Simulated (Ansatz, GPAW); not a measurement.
# Geometry or basis: what sets the conductance of CN in line between two Ga chains, part 4 of 4

Aim: the conductance of CN in line between two Ga chains after relaxation, and whether geometry, basis or functional moves it most.

GPAW 26.7.0 and Ansatz 0.2.0; Ansatz plane waves; relaxation of the junction with the lead ends held (the session's first sound run).

So far, transmission at the Fermi level (one spin): step 3 (plane-wave reference (PBE)) 0.531; step 4 (GPAW, dzp, PBE, GPAW) 0.555; step 5 (GPAW, szp: basis = "szp(dzp)", PBE, GPAW) 0.542; step 6 (GPAW, sz: basis = "sz(dzp)", PBE, GPAW) 0.546; step 7 (LDA in the dzp basis: xc = "LDA") 0.605.

## 8. Without the relaxation: geometry = "as built"

Level of this step: GPAW LCAO, PAW setups; Landauer transmission from Green's functions with principal layers (ASE), zero bias (GPAW).

The dzp basis with PBE on the structure as first built shows what the relaxation was worth.

run.py

```python
import json
import numpy as np
from ase import Atoms
from ase.transport.calculators import TransportCalculator
from gpaw import GPAW, FermiDirac
from gpaw.lcao.tools import get_lcao_hamiltonian
from scipy.linalg import eigh

# The junction with lead layers at both ends, along the third cell vector
device = Atoms(
    ['Ga', 'Ga', 'Ga', 'Ga', 'Ga', 'Ga', 'C', 'N', 'Ga', 'Ga', 'Ga', 'Ga', 'Ga', 'Ga'],
    positions=[
        [4.50000, 4.50000, 1.27500],
        [4.50000, 4.50000, 3.82500],
        [4.50000, 4.50000, 6.37500],
        [4.50000, 4.50000, 8.92500],
        [4.50000, 4.50000, 11.47500],
        [4.50000, 4.50000, 14.02500],
        [4.50000, 4.50000, 15.87340],
        [4.50000, 4.50000, 17.05340],
        [4.50000, 4.50000, 18.87770],
        [4.50000, 4.50000, 21.42770],
        [4.50000, 4.50000, 23.97770],
        [4.50000, 4.50000, 26.52770],
        [4.50000, 4.50000, 29.07770],
        [4.50000, 4.50000, 31.62770]],
    cell=[[9.0, 0.0, 0.0], [0.0, 9.0, 0.0], [0.0, 0.0, 32.9027]],
    pbc=True)

# One principal layer of the lead: the first 3 atoms of the device
lead = Atoms(
    ['Ga', 'Ga', 'Ga'],
    positions=[
        [4.50000, 4.50000, 1.27500],
        [4.50000, 4.50000, 3.82500],
        [4.50000, 4.50000, 6.37500]],
    cell=[[9.0, 0.0, 0.0], [0.0, 9.0, 0.0], [0.0, 0.0, 7.65]],
    pbc=True)

settings = dict(mode='lcao', basis='dzp', xc='PBE', h=0.18,
                occupations=FermiDirac(0.1), maxiter=250,
                mixer=dict(beta=0.1, nmaxold=8, weight=100.0),
                convergence=dict(density=0.0001))
energies = np.arange(-2, 2 + 1e-9, 0.025)
eta = 0.0001
n1, n2 = 1, 1
# k and -k transmit alike, so half of the mesh across the current serves
mesh = [(i, j) for i in range(n1) for j in range(n2) if (i, j) <= (-i % n1, -j % n2)]
weights = np.array([1 if (i, j) == (-i % n1, -j % n2) else 2 for i, j in mesh]) / (n1 * n2)

# [... helper functions left out ...]
fermi_lead = ground_state(lead, (1, 1, 15), 'lead.txt')
fermi_device = ground_state(device, (1, 1, 3), 'device.txt')
# [... loop over the mesh left out, but for ...]
        # Shift the lead onto the potential of the device's first layer
        shift = ((H[:, 0, 0] - H0[:, 0, 0]) / S0[0, 0]).real.mean()
# [...]
kT = 8.617333e-5 * 300
bias = [0.1, 0.2, 0.5, 1.0, 1.5, 2.0]
# [... integrals and printing left out ...]
```

The run is started by

```sh
$ OMP_NUM_THREADS=1 OPENBLAS_NUM_THREADS=1 python run.py
```

Numbers of over 12 decimals in the logs are rounded to 6 here.

The log of the run:

```text
basis functions: device 182, principal layer 39
Fermi level: lead -2.8498 eV, device -2.8216 eV; lead shifted by 0.0262 eV
largest coupling past the next layer 6.03e-05 eV, largest misfit of the first layer 0.018 eV
  E-E_F (eV)   T (one spin)  [channel counts left out]
    -2.000    5.7082e-02
    -1.975    5.7270e-02
    -1.950    5.7473e-02
[...]
1.975    1.8486e+00
     2.000    1.8479e+00
conductance at 300 K: 2.004 G0 a cell; thermopower 0.02797 uV/K
current from the zero-bias T(E) at 0.1 V: 15.531 uA
current from the zero-bias T(E) at 0.2 V: 31.062 uA
current from the zero-bias T(E) at 0.5 V: 72.283 uA
current from the zero-bias T(E) at 1.0 V: 112.35 uA
current from the zero-bias T(E) at 1.5 V: 150.11 uA
current from the zero-bias T(E) at 2.0 V: 187.4 uA
```

Run time: 2.7 min. Hardware: 1 thread of Intel Xeon Platinum 8559C (Emerald Rapids), shared host; peak memory 1.6 GiB.

This step gave:

| Item | Value |
| --- | --- |
| conductance | 2.004 G₀ |
| largest coupling past the next principal layer | 6.03e-5 eV |
| largest misfit of the first principal layer | 0.01807 eV |
| shift that aligns the lead | 0.02623 eV |
| transmission at the Fermi level (one spin) | 2.002 |

One spin. The transmission, zone mean by energy, zero at the Fermi level:

energy (eV), transmission, zone mean and a bar:
```
   -2.000       0.06 #
   -1.900       0.06 #
   -1.800       0.06 #
   -1.700       0.06 #
   -1.600       0.07 #
   -1.500       0.09 #
   -1.400       0.01 
   -1.300       0.04 
   -1.200       0.05 
   -1.100       0.05 #
   -1.000       0.05 #
   -0.900       0.05 #
   -0.800       0.05 #
   -0.700       0.05 #
   -0.600       0.05 #
   -0.500       0.05 #
   -0.400       0.05 #
   -0.300       0.05 #
   -0.200       2.00 #############################
   -0.150       2.03 ##############################
   -0.100       2.02 ##############################
    0.000       2.00 ##############################
    0.100       2.01 ##############################
    0.200       2.00 ##############################
    0.300       1.98 #############################
    0.400       1.95 #############################
    0.500       1.92 ############################
    0.600       1.90 ############################
    0.700       1.89 ############################
    0.800       1.88 ############################
    0.900       1.87 ############################
    1.000       1.87 ############################
    1.100       1.86 ############################
    1.200       1.86 ###########################
    1.300       1.85 ###########################
    1.400       1.85 ###########################
    1.500       1.85 ###########################
    1.600       1.85 ###########################
    1.700       1.85 ###########################
    1.800       1.85 ###########################
    1.900       1.85 ###########################
    2.000       1.85 ###########################
```

The conductance, 2.00 G₀, lies 265 % above that of the dzp run.

## 9. Cost and result by level

Times are wall times on the hardware named with each run. The series side by side:

```
no.      run  conductance (G₀)     time  memory (GiB)
  1   pw PBE            0.5254     54 s           2.7
  2      dzp            0.5489  2.3 min           1.6
  3      szp            0.5358  1.9 min           1.6
  4       sz            0.5399     79 s           1.5
  5  dzp LDA            0.5976  1.8 min           1.6
  6  asbuilt             2.004  2.7 min           1.6
```

## 10. Comparison

The curves are compared point by point over the common energies.

This step: comparison of transmission and cost over codes, levels and geometry (GPAW 26.7.0).

Ladder, by row:

```
   step    code  T at the Fermi level (sum over the listed spins)  conductance (G0)  r.m.s. T(E) from the first  wall time (s)  peak memory (GiB)  threads
 pw-pbe  Ansatz                                            0.5306            0.5254                           0          54.46              2.742        4
    dzp    GPAW                                            0.5553            0.5489                     0.03748          135.9               1.63        1
    szp    GPAW                                            0.5419            0.5358                      0.1145          112.9                1.6        1
     sz    GPAW                                            0.5461            0.5399                      0.1809          79.39               1.46        1
dzp-LDA    GPAW                                             0.605            0.5976                      0.0693          110.7               1.63        1
asbuilt    GPAW                                             2.002             2.004                      0.8857          159.8               1.63        1
```

Transmission, zone mean, sum over the listed spins against energy, zero at the Fermi level:

```
energy (eV)   pw-pbe      dzp      szp       sz  dzp-LDA  asbuilt
     -2.000  0.00152  0.00202  0.00126  0.00201  0.00199   0.0571
     -1.800   4.8e-5   1.0e-4   4.4e-5   1.4e-4   8.9e-5   0.0592
     -1.600   1.4e-4   1.4e-4  1.3e-11  2.8e-12  1.4e-10   0.0664
     -1.400   5.8e-4   9.4e-4   4.2e-4   4.7e-4   6.3e-4   0.0128
     -1.200  0.00205  0.00201  0.00206  0.00159  0.00214   0.0454
     -1.000  0.00326  0.00330  0.00360  0.00306  0.00359   0.0490
     -0.800  0.00493  0.00508  0.00567  0.00513  0.00558   0.0505
     -0.600  0.00766  0.00796  0.00891  0.00844  0.00880   0.0515
     -0.400   0.0138   0.0143   0.0156   0.0154   0.0159   0.0523
     -0.200    0.222    0.237    0.231    0.236    0.244     2.00
      0.000    0.531    0.555    0.542    0.546    0.605     2.00
      0.200    0.645    0.673    0.661    0.673    0.730     2.00
      0.400    0.746    0.775    0.788    0.812    0.834     1.95
      0.600    0.861    0.895    0.947    0.995    0.955     1.90
      0.800    0.960    0.992     1.08     1.15     1.05     1.88
      1.000     1.00     1.03     1.15     1.24     1.09     1.87
      1.025     1.00     1.03     1.15     1.24     1.08     1.87
      1.100    0.997     1.02     1.16     1.25     1.08     1.86
      1.150    0.987     1.02     1.15     1.25     1.07     1.86
      1.200    0.973     1.00     1.14     1.25     1.05     1.86
      1.400    0.876    0.919     1.07     1.20    0.964     1.85
      1.600    0.727    0.791    0.952     1.09    0.831     1.85
      1.800    0.551    0.643    0.796    0.936    0.675     1.85
      2.000    0.381    0.500    0.640    0.773    0.525     1.85
```

## 11. Smearing 0.025, SCF mesh 1×1×1

Smearing helps the SCF of a metal converge, but it blurs occupations at band edges near the Fermi level. The SCF mesh sets the Fermi level of the repeated cell.

This step: GPAW LCAO, PAW setups; Landauer transmission from Green's functions with principal layers (ASE), zero bias (GPAW 26.7.0).

run.py, as its differences from that of step 8:

```diff
@@ -16,8 +16,8 @@
         [4.50000, 4.50000, 8.92500],
-        [4.50000, 4.50000, 11.47500],
-        [4.50000, 4.50000, 14.02500],
-        [4.50000, 4.50000, 15.87340],
-        [4.50000, 4.50000, 17.05340],
-        [4.50000, 4.50000, 18.87770],
-        [4.50000, 4.50000, 21.42770],
+        [5.23734, 4.47054, 11.45000],
+        [3.65039, 4.41444, 13.66318],
+        [4.53571, 4.44928, 15.66370],
+        [4.57152, 4.45600, 16.84509],
+        [5.25102, 5.15657, 18.77525],
+        [4.17984, 4.07866, 21.38885],
         [4.50000, 4.50000, 23.97770],
@@ -40,3 +40,3 @@
 settings = dict(mode='lcao', basis='dzp', xc='PBE', h=0.18,
-                occupations=FermiDirac(0.1), maxiter=250,
+                occupations=FermiDirac(0.025), maxiter=250,
                 mixer=dict(beta=0.1, nmaxold=8, weight=100.0),
@@ -52,3 +52,3 @@
 fermi_lead = ground_state(lead, (1, 1, 15), 'lead.txt')
-fermi_device = ground_state(device, (1, 1, 3), 'device.txt')
+fermi_device = ground_state(device, (1, 1, 1), 'device.txt')
 # [... loop over the mesh left out, but for ...]
```

The log of the run:

```text
basis functions: device 182, principal layer 39
Fermi level: lead -2.8781 eV, device -2.7375 eV; lead shifted by -0.0366 eV
largest coupling past the next layer 6.05e-05 eV, largest misfit of the first layer 0.091 eV
  E-E_F (eV)   T (one spin)  channels
    -2.000    1.9586e-03    1.0000
    -1.975    1.5178e-03    1.0000
    -1.950    1.1542e-03    1.0000
    -1.925    8.5705e-04    1.0000
    -1.900    6.1722e-04    1.0000
    -1.875    4.2683e-04    1.0000
    -1.850    2.7908e-04    1.0000
    -1.825    1.6809e-04    1.0000
    -1.800    8.8807e-05    1.0000
    -1.775    3.6832e-05    1.0000
    -1.750    8.3503e-06    1.0000
    -1.725    1.4652e-08    1.0000
    -1.700    8.8474e-06    1.0000
    -1.675    3.2122e-05    1.0000
    -1.650    6.7204e-05    1.0000
    -1.625    1.1128e-04    1.0000
[...]
1.825    6.2147e-01    3.0000
     1.850    6.0298e-01    3.0000
     1.875    5.8476e-01    3.0000
     1.900    5.6687e-01    3.0000
     1.925    5.4934e-01    3.0000
     1.950    5.3221e-01    3.0000
     1.975    5.1553e-01    3.0000
     2.000    4.9934e-01    3.0000
conductance at 300 K: 0.74932 G0 a cell; thermopower -1.552 uV/K
current from the zero-bias T(E) at 0.1 V: 5.7187 uA
current from the zero-bias T(E) at 0.2 V: 10.926 uA
current from the zero-bias T(E) at 0.5 V: 21.722 uA
current from the zero-bias T(E) at 1.0 V: 36.56 uA
current from the zero-bias T(E) at 1.5 V: 54.455 uA
current from the zero-bias T(E) at 2.0 V: 74.14 uA
```

It took 2.3 min on 1 thread; peak memory 1.6 GiB.

The run finished with changed settings (width = 0.025 and scf_mesh = [1, 1, 1]); it serves as a test.

Side by side:

```
                                           quantity   this run   sound run  difference
                                   conductance (G₀)    0.74932     0.54889       0.200
                                 thermopower (μV/K)    -1.5517     -12.854        11.3
largest coupling past the next principal layer (eV)   6.045e-5    6.030e-5      1.5e-7
   largest misfit of the first principal layer (eV)   0.090635    0.020654      0.0700
                    shift that aligns the lead (eV)  -0.036610  -0.0011208     -0.0355
         transmission at the Fermi level (one spin)    0.77941     0.55526       0.224
```

One result that differs is the thermopower, -1.55 μV/K against -12.9 μV/K.

## 12. Results

| Item | Value |
| --- | --- |
| conductance | 0.549 G₀ |
| transmission at the Fermi level, mean of the spins | 0.555 |
| thermopower | -12.9 μV/K |
| open channels of the lead there | 3 |

In the dzp basis the junction conducts 0.549 G₀ at 300 K, with T = 0.555 a spin at the Fermi level; the sz basis reaches that conductance within 10 %. Relaxation moved atoms by up to 1.0 Å and took the conductance from 2.00 to 0.549 G₀, as a ratio a larger change than the step from dzp to the minimal basis. Plane waves (PBE) give T = 0.531 there. The scatterer reflects about 81 % of the incoming channels at the Fermi level. At the Fermi level two eigenchannels carry the current (0.32 and 0.23). The negative thermopower says that the thermally weighted transmission is larger above the Fermi level, as for electron-like transport. Measured against the first run (pw-pbe), the nearest curve is that of dzp (r.m.s. 0.037) and the farthest that of asbuilt (0.89). Over the compared runs wall time goes from 54 s (pw-pbe) to 160 s (asbuilt), on a shared host; the plane-wave run used 4 threads and the orbital runs 1. The leads kept an estimated spacing and the cell its length, so the junction may be under some tension or compression. The run had no spin polarisation, so a magnetic state, which chains and small molecules with open shells often have, wasn't tested. An evenly spaced straight chain is an idealisation: free chains tend to dimerise, zigzag or, where a band edge lies near the Fermi level, turn magnetic. The currents use the zero-bias T(E) throughout, which holds only while the bias is small against the distance to the nearest feature.

[Logs are printed without paths, hosts, clocks, repeated set-up lines and the standing remarks that a program may print on its own settings, such as how far it seeks lower states.]

[Hosts, paths, dates, database ids (printed as entryN), source tags and the programs' standing remarks are cut or masked in the printed files.]
